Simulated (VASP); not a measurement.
# Cs (C2/m) in VASP: notebook

One crystal, Cs, is run at these levels: PBEsol; tasks: single point.

All numbers are computed with VASP 6.6.1; they aren't measurements. Logs are shortened: lines on timing, memory, paths and dates and some standing lists are left out, and cuts for length are marked.

## Step 1: Starting point

The structure is monoclinic, space group C2/m (No. 12). The conventional cell has a = 6.038 Å, b = 8.676 Å, c = 5.110 Å, α = 90.00°, β = 120.26°, γ = 90.00°.

This isn't the form of Cs at room conditions, which is bcc.

## Step 2: Single point, PBEsol

INCAR reads:

```
ADDGRID = False
ALGO = Normal
EDIFF = 1E-6
ENCUT = 250
GGA = PS
ISIF = 2
ISMEAR = 1
LASPH = True
LCHARG = False
LREAL = False
LWAVE = False
NELM = 100
PREC = Accurate
SIGMA = 0.1
```

KPOINTS reads:

```
k-points
0
Gamma
  5 5 5
```

POSCAR reads:

```
Cs
1.0
    3.0190110000     -4.3381320000      0.0000000000
    3.0190110000      4.3381320000      0.0000000000
   -2.5749360000      0.0000000000      4.4138870000
Cs
1
Direct
    0.0000000000      0.0000000000      0.5000000000
```

Potentials or basis: VASP PAW PBE potentials, release 64 (Cs_sv).

Started as:

```bash
$ cat potpaw_PBE.64/Cs_sv/POTCAR > POTCAR
$ mpirun -np 1 vasp_std > vasp.out
```

OUTCAR:

```text
EDIFF = 1E-6
   ENCUT = 250
   GGA = PS
   ISIF = 2
   ISMEAR = 1
   LASPH = True
   LREAL = False
   NELM = 100
   PREC = Accurate

 Found     39 irreducible k-points:

 Following reciprocal coordinates:
            Coordinates               Weight
  0.000000  0.000000  0.000000      1.000000
  0.200000  0.000000  0.000000      4.000000
  0.400000  0.000000 -0.000000      4.000000
  0.200000  0.200000  0.000000      2.000000
  0.400000  0.200000 -0.000000      4.000000
 -0.400000  0.200000  0.000000      4.000000
   k-points           NKPTS =     39   k-points in BZ     NKDIM =     39   number of bands    NBANDS=      8
   number of dos      NEDOS =    301   number of ions     NIONS =      1
   total plane-waves  NPLWV =  21952
   dimension x,y,z NGX =    28 NGY =   28 NGZ =   28
   dimension x,y,z NGXF=    56 NGYF=   56 NGZF=   56
   ions per type =               1
   NGX,Y,Z   is equivalent  to a cutoff of   8.81,  8.81,  9.11 a.u.
   NGXF,Y,Z  is equivalent  to a cutoff of  17.61, 17.61, 18.22 a.u.
 SYSTEM =  unknown system
   PREC   = accura    normal or accurate (medium, high low for compatibility)
   ISTART =      0    job   : 0-new  1-cont  2-samecut
   ICHARG =      2    charge: 1-file 2-atom 10-const
   ISPIN  =      1    spin polarized calculation?
   LNONCOLLINEAR =      F non collinear calculations
   LSORBIT =      F    spin-orbit coupling
   LASPH  =      T    aspherical Exc in radial PAW
   ENCUT  =  250.0 eV  18.37 Ry    4.29 a.u.   6.81  6.81  6.59*2*pi/ulx,y,z
   NELM   =    100;   NELMIN=  2; NELMDL= -5     # of ELM steps
   EDIFF  = 0.1E-05   stopping-criterion for ELM
   LREAL  =      F    real-space projection
   EDIFFG = 0.1E-04   stopping-criterion for IOM
   NSW    =      0    number of steps for IOM
   IBRION =     -1    ionic relax: 0-MD 1-quasi-New 2-CG
   NFREE  =      0    steps in history (QN), initial steepest desc. (CG)
   ISIF   =      2    stress and relaxation
   ISYM   =      2    0-nonsym 1-usesym 2-fastsym
   POTIM  = 0.5000    time-step for ionic-motion
   TEBEG  =    0.0;   TEEND  =   0.0 temperature during run
   PSTRESS=    0.0 pullay stress
   NELECT =       9.0000    total number of electrons
   NUPDOWN=      -1.0000    fix difference up-down
   EMIN   =  10.00;   EMAX   =-10.00  energy-range for DOS
   EFERMI =   0.00;   METHOD = LEGACY
   ISMEAR =     1;   SIGMA  =   0.10  broadening in eV -4-tet -1-fermi 0-gaus
   EFERMI_NEDOS =   21; number of points for ismear=-14 and -15
   IALGO  =     38    algorithm
   IMIX   =      4    mixing-type and parameters
     AMIX     =   0.40;   BMIX     =  1.00
     AMIX_MAG =   1.60;   BMIX_MAG =  1.00
  volume/ion in A,a.u.               =     115.62       780.22
  Fermi-wavevector in a.u.,A,eV,Ry     =   0.699009  1.320936  6.647992  0.488614
  Thomas-Fermi vector in A             =   1.782770
   LORBIT       =      0    0 simple, 1 ext, 2 COOP (PROOUT), +10 PAW based schemes
   GGA     = PS    functional components
   LHFCALC =     F    Hartree Fock is set to
   AEXX    =    0.0000 exact exchange contribution
   IVDW    =     0    specifies the selected vdW correction
   LEPSILON=     F    determine dielectric tensor
   LRPA    =     F    only Hartree local field effects (RPA)
 non-spin polarized calculation
 Methfessel and Paxton  Order N= 1 SIGMA  =   0.10
  energy-cutoff  :      250.00
  volume of cell :      115.62
 maximum number of plane-waves:      1053
   NGX = 13   NGY = 13   NGZ = 13

 number of electron       8.9999990 magnetization

 Free energy of the ion-electron system (eV)
  ---------------------------------------------------
  ext. energy  EPLUGINS =         0.00000000
  ---------------------------------------------------
  free energy    TOTEN  =        -0.93981228 eV

  energy without entropy =       -0.93741453  energy(sigma->0) =       -0.93901303

 E-fermi :   0.4194     XC(G=0):  -5.4626

 val. band max:        0.4156247119   @ k =  -0.2000   0.2000   0.4000
 cond. band min:       0.4398650212   @ k =  -0.4000   0.4000   0.2000
 fundamental gap:      0.0242403093
 Fermi energy:         0.4193912190

 k-point     1 :       0.0000    0.0000    0.0000
  band No.  band energies     occupation
      1     -23.4932      2.00000
      2     -10.2244      2.00000
      3     -10.2162      2.00000
      4     -10.2080      2.00000
      5      -1.3153      2.00000
      6       2.6124      0.00000
      7       2.7690      0.00000
      8       3.0699      0.00000

 k-point     2 :       0.2000    0.0000    0.0000
  band No.  band energies     occupation
      1     -23.4914      2.00000
      2     -10.2647      2.00000
      3     -10.2290      2.00000
      4     -10.2101      2.00000
      5      -0.9166      2.00000
      6       2.2204     -0.00000
      7       2.3598     -0.00000
      8       3.3658      0.00000

 k-point     3 :       0.4000    0.0000   -0.0000
  band No.  band energies     occupation
      1     -23.4885      2.00000
      2     -10.3332      2.00000
      3     -10.2455      2.00000
      4     -10.2121      2.00000
      5       0.0266      2.00000
      6       1.3466     -0.00000
      7       2.0082     -0.00000
      8       3.8370      0.00000

 k-point     4 :       0.2000    0.2000    0.0000
  band No.  band energies     occupation
      1     -23.4892      2.00000
      2     -10.2952      2.00000
      3     -10.2587      2.00000
      4     -10.2180      2.00000
      5      -0.2306      2.00000
      6       1.7017     -0.00000
      7       1.9529     -0.00000
      8       3.6737      0.00000

 k-point     5 :       0.4000    0.2000   -0.0000
  band No.  band energies     occupation
      1     -23.4874      2.00000
      2     -10.3297      2.00000
      3     -10.2741      2.00000
      4     -10.2193      2.00000
      5       0.6579     -0.00381
      6       1.1147     -0.00000
      7       1.7237     -0.00000
      8       3.5510      0.00000

 k-point     6 :      -0.4000    0.2000    0.0000
  band No.  band energies     occupation
      1     -23.4884      2.00000
      2     -10.3197      2.00000
      3     -10.2532      2.00000
      4     -10.2148      2.00000
      5      -0.1687      2.00000
      6       1.6685     -0.00000
      7       2.0241     -0.00000
      8       3.6639      0.00000

 [... further k-points ...]
[... 5 lines left out ...]
  --------------------------------------------------------------------------------------
  -------------------------------------------------------------------------------------
  Total       -0.1597671     -0.0693456     -0.0801864      0.0000000      0.0000000     -0.1183968
  in kB       -2.2140080     -0.9609718     -1.1112014      0.0000000      0.0000000     -1.6407104
  external PRESSURE =      -1.4287271 kB  Pullay stress =       0.0000000 kB

 VOLUME and BASIS-vectors are now :
 -----------------------------------------------------------------------------
  energy-cutoff  :      250.00
  volume of cell :      115.62
      direct lattice vectors                 reciprocal lattice vectors
     3.019011000 -4.338132000  0.000000000     0.165617151 -0.115256982  0.096616330
     3.019011000  4.338132000  0.000000000     0.165617151  0.115256982  0.096616330
    -2.574936000  0.000000000  4.413887000     0.000000000  0.000000000  0.226557680

 POSITION                                       TOTAL-FORCE (eV/Angst)
 -----------------------------------------------------------------------------------
     -1.28747      0.00000      2.20694         0.000000      0.000000      0.000000
 -----------------------------------------------------------------------------------
    total drift:                               -0.000000      0.000000     -0.000000

  FREE ENERGIE OF THE ION-ELECTRON SYSTEM (eV)
  ---------------------------------------------------
  free  energy   TOTEN  =        -0.9398122834 eV

  energy  without entropy=       -0.9374145305  energy(sigma->0) =       -0.93901303
```

It took 7.3 s on 1 thread of Intel Xeon Platinum 8488C (Sapphire Rapids), shared host; peak memory 0.15 GiB.

The run converged, but some of its settings lie outside the range that counts as converged, so its numbers aren't taken as properties of the crystal.

What came out:

* Free energy: -0.9398 eV
* Band gap on the k mesh: none (metal or under the smearing width)

Caveat: the cutoff is under 1.25 times the usual one of these potentials, so pressure, stress and relaxed cells hold a basis-set (Pulay) error; the PAW data sets were made with another functional, which shifts forces and pressure a little.

## Step 3: Single point, PBEsol

INCAR is that of step 2.

KPOINTS is that of step 2.

POSCAR reads:

```
Cs
1.0
    3.0286440000     -4.4025590000     -0.0553060000
    2.9811710000      4.3695220000      0.0984760000
   -2.5313490000      0.0923220000      4.3694900000
Cs
1
Direct
   -0.0054440000      0.0010830000      0.4979030000
```

Potentials or basis: VASP PAW PBE potentials, release 64 (Cs_sv).

Started as:

```bash
$ cat potpaw_PBE.64/Cs_sv/POTCAR > POTCAR
$ mpirun -np 1 vasp_std > vasp.out
```

OUTCAR:

```text
EDIFF = 1E-6
   ENCUT = 250
   GGA = PS
   ISIF = 2
   ISMEAR = 1
   LASPH = True
   LREAL = False
   NELM = 100
   PREC = Accurate

 Found     63 irreducible k-points:

 Following reciprocal coordinates:
            Coordinates               Weight
  0.000000  0.000000  0.000000      1.000000
  0.200000  0.000000 -0.000000      2.000000
  0.400000 -0.000000  0.000000      2.000000
 -0.000000  0.200000 -0.000000      2.000000
  0.200000  0.200000 -0.000000      2.000000
  0.400000  0.200000  0.000000      2.000000
   k-points           NKPTS =     63   k-points in BZ     NKDIM =     63   number of bands    NBANDS=      8
   number of dos      NEDOS =    301   number of ions     NIONS =      1
   total plane-waves  NPLWV =  21952
   dimension x,y,z NGX =    28 NGY =   28 NGZ =   28
   dimension x,y,z NGXF=    56 NGYF=   56 NGZF=   56
   ions per type =               1
   NGX,Y,Z   is equivalent  to a cutoff of   8.71,  8.80,  9.22 a.u.
   NGXF,Y,Z  is equivalent  to a cutoff of  17.42, 17.60, 18.43 a.u.
 SYSTEM =  unknown system
   PREC   = accura    normal or accurate (medium, high low for compatibility)
   ISTART =      0    job   : 0-new  1-cont  2-samecut
   ICHARG =      2    charge: 1-file 2-atom 10-const
   ISPIN  =      1    spin polarized calculation?
   LNONCOLLINEAR =      F non collinear calculations
   LSORBIT =      F    spin-orbit coupling
   LASPH  =      T    aspherical Exc in radial PAW
   ENCUT  =  250.0 eV  18.37 Ry    4.29 a.u.   6.89  6.82  6.51*2*pi/ulx,y,z
   NELM   =    100;   NELMIN=  2; NELMDL= -5     # of ELM steps
   EDIFF  = 0.1E-05   stopping-criterion for ELM
   LREAL  =      F    real-space projection
   EDIFFG = 0.1E-04   stopping-criterion for IOM
   NSW    =      0    number of steps for IOM
   IBRION =     -1    ionic relax: 0-MD 1-quasi-New 2-CG
   NFREE  =      0    steps in history (QN), initial steepest desc. (CG)
   ISIF   =      2    stress and relaxation
   ISYM   =      2    0-nonsym 1-usesym 2-fastsym
   POTIM  = 0.5000    time-step for ionic-motion
   TEBEG  =    0.0;   TEEND  =   0.0 temperature during run
   PSTRESS=    0.0 pullay stress
   NELECT =       9.0000    total number of electrons
   NUPDOWN=      -1.0000    fix difference up-down
   EMIN   =  10.00;   EMAX   =-10.00  energy-range for DOS
   EFERMI =   0.00;   METHOD = LEGACY
   ISMEAR =     1;   SIGMA  =   0.10  broadening in eV -4-tet -1-fermi 0-gaus
   EFERMI_NEDOS =   21; number of points for ismear=-14 and -15
   IALGO  =     38    algorithm
   IMIX   =      4    mixing-type and parameters
     AMIX     =   0.40;   BMIX     =  1.00
     AMIX_MAG =   1.60;   BMIX_MAG =  1.00
  volume/ion in A,a.u.               =     115.62       780.22
  Fermi-wavevector in a.u.,A,eV,Ry     =   0.699009  1.320935  6.647991  0.488614
  Thomas-Fermi vector in A             =   1.782770
   LORBIT       =      0    0 simple, 1 ext, 2 COOP (PROOUT), +10 PAW based schemes
   GGA     = PS    functional components
   LHFCALC =     F    Hartree Fock is set to
   AEXX    =    0.0000 exact exchange contribution
   IVDW    =     0    specifies the selected vdW correction
   LEPSILON=     F    determine dielectric tensor
   LRPA    =     F    only Hartree local field effects (RPA)
 non-spin polarized calculation
 Methfessel and Paxton  Order N= 1 SIGMA  =   0.10
  energy-cutoff  :      250.00
  volume of cell :      115.62
 maximum number of plane-waves:      1049
   NGX = 13   NGY = 13   NGZ = 13

 number of electron       8.9999998 magnetization

 Free energy of the ion-electron system (eV)
  ---------------------------------------------------
  ext. energy  EPLUGINS =         0.00000000
  ---------------------------------------------------
  free energy    TOTEN  =        -0.93908819 eV

  energy without entropy =       -0.93760006  energy(sigma->0) =       -0.93859215

 E-fermi :   0.4138     XC(G=0):  -5.4626

 val. band max:        0.4122451183   @ k =   0.4000  -0.2000   0.2000
 cond. band min:       0.4442616070   @ k =  -0.4000   0.2000   0.4000
 fundamental gap:      0.0320164887
 Fermi energy:         0.4138497888

 k-point     1 :       0.0000    0.0000    0.0000
  band No.  band energies     occupation
      1     -23.4961      2.00000
      2     -10.2274      2.00000
      3     -10.2207      2.00000
      4     -10.2072      2.00000
      5      -1.3149      2.00000
      6       2.5626      0.00000
      7       2.7979      0.00000
      8       3.0523      0.00000
[... 45 lines left out ...]
 k-point     6 :       0.4000    0.2000    0.0000
  band No.  band energies     occupation
      1     -23.4906      2.00000
      2     -10.3276      2.00000
      3     -10.2774      2.00000
      4     -10.2191      2.00000
      5       0.6478     -0.00461
      6       1.1119     -0.00000
      7       1.6747     -0.00000
      8       3.5991      0.00000

 [... further k-points ...]
[... 5 lines left out ...]
  --------------------------------------------------------------------------------------
  -------------------------------------------------------------------------------------
  Total       -0.1691597     -0.0876444     -0.0508818      0.0172076      0.0492031     -0.1463658
  in kB       -2.3441684     -1.2145512     -0.7051054      0.2384582      0.6818426     -2.0282965
  external PRESSURE =      -1.4212750 kB  Pullay stress =       0.0000000 kB

 VOLUME and BASIS-vectors are now :
 -----------------------------------------------------------------------------
  energy-cutoff  :      250.00
  volume of cell :      115.62
      direct lattice vectors                 reciprocal lattice vectors
     3.028644000 -4.402559000 -0.055306000     0.165058960 -0.114823640  0.098048647
     2.981171000  4.369522000  0.098476000     0.166342001  0.113250823  0.093973007
    -2.531349000  0.092322000  4.369490000    -0.001659677 -0.004005713  0.227982806

 POSITION                                       TOTAL-FORCE (eV/Angst)
 -----------------------------------------------------------------------------------
      1.75502     -4.32789      2.12068         0.000000      0.000000      0.000000
 -----------------------------------------------------------------------------------
    total drift:                                0.000020      0.000009     -0.000034

  FREE ENERGIE OF THE ION-ELECTRON SYSTEM (eV)
  ---------------------------------------------------
  free  energy   TOTEN  =        -0.9390881935 eV

  energy  without entropy=       -0.9376000588  energy(sigma->0) =       -0.93859215
```

Wall time 10 s (1 thread of Intel Xeon Platinum 8488C (Sapphire Rapids), shared host); peak memory 0.15 GiB.

The run converged, but some of its settings lie outside the range that counts as converged, so its numbers aren't taken as properties of the crystal.

Results:

| Property | Result |
| --- | --- |
| Free energy | -0.9391 eV |
| Band gap on the k mesh | none (metal or under the smearing width) |

Caveat: the cutoff is under 1.25 times the usual one of these potentials, so pressure, stress and relaxed cells hold a basis-set (Pulay) error; the PAW data sets were made with another functional, which shifts forces and pressure a little.
